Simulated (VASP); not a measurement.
Set up this calculation in VASP 6.6.1, as the native input.

```yaml
Task: relaxation of cell and atoms
Functional: PBE
Potentials_or_basis: VASP PAW PBE potentials, release 64 (Zn)
Cutoff: 600 eV
k_mesh: 3 × 3 × 3
Occupations: gaussian, width 0.1 eV
Spin: no spin polarisation
Dipole_correction: no
Further_INCAR_settings: ALGO = Fast; EDIFF = 1e-06; IBRION = 2; EDIFFG = -0.04; NSW = 90; ISIF = 3
```

The structure of Zn lies in POSCAR:

```
Zn
1.0
    3.2008880594      1.8480335828      5.4588014166
   -3.2008880594      1.8480335828      5.4588014166
    0.0000000000     -3.6960671654      5.4588014166
Zn
12
Direct
    0.0101900000      0.6536100000      0.0101900000
    0.0101900000      0.0101900000      0.6536100000
    0.6536100000      0.0101900000      0.0101900000
    0.9898100000      0.3463900000      0.9898100000
    0.3463900000      0.9898100000      0.9898100000
    0.9898100000      0.9898100000      0.3463900000
    0.2211800000      0.6306000000      0.2211800000
    0.2211800000      0.2211800000      0.6306000000
    0.6306000000      0.2211800000      0.2211800000
    0.7788200000      0.3694000000      0.7788200000
    0.3694000000      0.7788200000      0.7788200000
    0.7788200000      0.7788200000      0.3694000000
```

The cell was built by a generator and needn't be a form met in nature.

One way to write it, as run:

INCAR

```
SYSTEM = Zn
PREC = Accurate
ENCUT = 600
EDIFF = 1E-6
ISMEAR = 0
SIGMA = 0.1
LREAL = .False.
LASPH = .True.
NELM = 100
ALGO = Fast
ISIF = 3
LWAVE = .False.
LCHARG = .False.
GGA = PE
IBRION = 2
NSW = 90
EDIFFG = -0.04
```

KPOINTS

```
regular mesh
0
Gamma
  3 3 3
  0 0 0
```

Potentials or basis: VASP PAW PBE potentials, release 64 (Zn).

Run with:

```console
$ cat potpaw_PBE.64/Zn/POTCAR > POTCAR
$ mpirun -np 1 vasp_std > vasp.out
```

Results of the run:

```yaml
Relaxed_volume: 20.48 Å³/atom
Relaxed_cell: a = 7.675 Å, b = 7.675 Å, c = 7.675 Å, α = 50.21°, β = 50.21°, γ = 50.21°
Space_group_after_relaxing_to_0.05_Å: R-3m (No. 166)
Energy_gained_by_relaxing: 541.9 meV/atom
Ionic_steps: 21
Pressure_after_relaxing: -0.1 GPa
Largest_force_after_relaxing: 0.039 eV/Å
Band_gap_on_the_k_mesh: none (metal or under the smearing width)
```

Caveat: the k mesh is coarse (spacing up to 0.40 Å⁻¹), so the values aren't converged; the volume moved by over 15 % at a fixed basis, so the end points are rough.

Run time: 51 min on 1 thread of Intel(R) Xeon(R) Platinum 8259CL CPU @ 2.50GHz (Skylake/Cascade Lake), on a shared host, peak memory 0.45 GiB.
